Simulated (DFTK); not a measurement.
Runs of DFTK 0.8.2 on ZrC. Symmetry: Fm-3m, No. 225, cubic system. The conventional cell has a = 4.730 Å, b = 4.730 Å, c = 4.730 Å, α = 90.00°, β = 90.00°, γ = 90.00°. Zr (site symmetry m-3m) is surrounded by 6 C at 2.37 Å. C (site symmetry m-3m) is surrounded by 6 Zr at 2.37 Å. 

```csv
task,level,potentials or basis,k mesh,cutoff (eV),SCF tolerance on the density,symmetries used,SCF solver,mesh quality,gap on the mesh (eV),pressure (GPa),V0 of scaled cells (Å³/atom),B0 (GPa)
equation of state,PBEsol,PseudoDojo 0.4 stringent (PBEsol),6 × 6 × 6,1116,1e-06,-,-,coarse,-,-,12.74,(b)
equation of state,r2SCAN,"cp2k.nc.sr.pbe.v0_1.largecore.gth (PBE, GTH)",6 × 6 × 6,2857,1e-06,-,-,coarse,-,-,(a),230
band structure,BJ06,"cp2k.nc.sr.pbe.v0_1.largecore.gth (PBE, GTH)",6 × 6 × 6,2857,1e-06,-,ScfAndersonSolver,coarse,none,-,-,-
equation of state,PBE,dojo.nc.sr.pbe.v0_4_1.standard.upf (PBE),10 × 10 × 10,1116,1e-06,-,-,not flagged,-,-,13.06,222
single point,PBEsol,dojo.nc.sr.pbesol.v0_4_1.standard.upf (PBEsol),10 × 10 × 10,1116,1e-06,-,-,not flagged,none,-8.3,-,-
band structure,PBEsol,"cp2k.nc.sr.pbe.v0_1.semicore.gth (PBE, GTH)",9 × 9 × 9,2177,1e-06,-,-,not flagged,none,-8.4,-,-
band structure,r2SCAN,"cp2k.nc.sr.pbe.v0_1.semicore.gth (PBE, GTH)",6 × 6 × 6,2857,1e-06,-,ScfAndersonSolver,coarse,none,-3.2,-,-
```

Alike in all rows: no spin polarisation; cell as given; smearing fermi-dirac 0.05 eV.

Problem. Fill in the values left out.

Solution. (a) 13.04; (b) 236.

Caveats: some runs use coarse meshes; GTH potentials come without recommended cutoffs, and this one wasn't checked for convergence (some runs); the potentials were made for another functional, which shifts forces and pressure (some runs); the program warned that the kinetic-energy density falls under its von Weizsäcker bound, which can give unphysical results (some runs); the program leaves the constant c of mgga_x_tb09 at 1, so the potential is Becke-Johnson's (BJ06) and not Tran and Blaha's, with levels but no total energy (some runs).

A k mesh can miss the band edges, and the runs leave out spin-orbit coupling on Zr.

A gap of «none» marks a metal or a gap under the smearing width.

Not every run made on this cell is shown here.
